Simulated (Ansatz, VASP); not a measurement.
# NbAs: VASP beside Ansatz

INCAR

```
ALGO     = Normal         # electronic algorithm
EDIFF    = 1E-6           # SCF threshold, eV
ENCUT    = 520            # plane-wave cutoff, eV
GGA      = PE             # functional
ISIF     = 2              # what is computed and relaxed
ISMEAR   = -1             # smearing method
LASPH    = True           # aspherical terms in the spheres
LCHARG   = False          # write CHGCAR
LREAL    = False          # projectors in reciprocal space
LWAVE    = False          # write WAVECAR
NBANDS   = 26             # bands
NELM     = 100            # most SCF steps
PREC     = Accurate       # precision mode
SIGMA    = 0.08           # smearing width, eV
```

Contents of KPOINTS:

```
k-points
0
Gamma
  9 9 5
```

POSCAR

```
NbAs
1.0
    3.3999760739      0.0000000000      0.0000000000
   -1.6999880370      2.9444656523      0.0000000000
    0.0000000000      0.0000000000      8.3619386756
Nb As
2 2
Direct
    0.3333333333      0.6666666667      0.0366264394
    0.6666666667      0.3333333333      0.5366264394
    0.3333333333      0.6666666667      0.3393735606
    0.6666666667      0.3333333333      0.8393735606
```

Input for Ansatz:

```yaml
crystal:
  lattice:
    - [3.3999760739, 0.0, 0.0]
    - [-1.699988037, 2.9444656523, 0.0]
    - [0.0, 0.0, 8.3619386756]
  atoms:
    - { symbol: Nb, position: [0.3333333333, 0.6666666667, 0.0366264394] }
    - { symbol: Nb, position: [0.6666666667, 0.3333333333, 0.5366264394] }
    - { symbol: As, position: [0.3333333333, 0.6666666667, 0.3393735606] }
    - { symbol: As, position: [0.6666666667, 0.3333333333, 0.8393735606] }
kpoints:
  mp_grid: { grid: [9, 9, 5] }
  band_path:
    path:
      - [0.0, 0.0, 0.0]
      - [0.5, 0.0, 0.0]
      - [0.3333333333, 0.3333333333, 0.0]
      - [0.0, 0.0, 0.0]
      - [0.0, 0.0, 0.5]
      - [0.5, 0.0, 0.5]
      - [0.3333333333, 0.3333333333, 0.5]
      - [0.0, 0.0, 0.5]
      - [0.5, 0.0, 0.5]
    npoints: 8
scf:
  occupations: { method: fermi_dirac, width: 0.08 }
hamiltonian:
  xc: pbe
  pseudopotentials: { kind: all_electron, lapw: { basis_error: 0.001 } }
output:
  forces: true
  stress: true
  eigenvalues: true
  populations: true
  dos: { projected: true, de: 0.2, e_range: [-14, 8] }
```

Measurements of this composition are mostly on another form, of space group No. 109.

Alike in both runs: task single point; functional PBE; k mesh 9 × 9 × 5; occupations fermi-dirac, width 0.08 eV; no spin polarisation.

|  | VASP | Ansatz |
| --- | --- | --- |
| version | VASP 6.6.1 | Ansatz 0.2.0 |
| potentials or method | VASP PAW PBE potentials, release 64 (Nb_sv, As) | all-electron LAPW, scalar-relativistic |
| plane-wave cutoff (eV) | 520 | see its input |

```tsv
	VASP	Ansatz	Ansatz less VASP
pressure (GPa)	0.0	0.0	-0.02
largest component of the traceless stress (GPa)	0.09	0.02	-0.067
rms of the force components (eV/Å)	0.005	0.000	-0.0043
```

Atom by atom the forces differ by 0.005 eV/Å (rms over components). Ansatz ran all-electron here, so the differences hold the error of VASP's frozen core and of both bases.
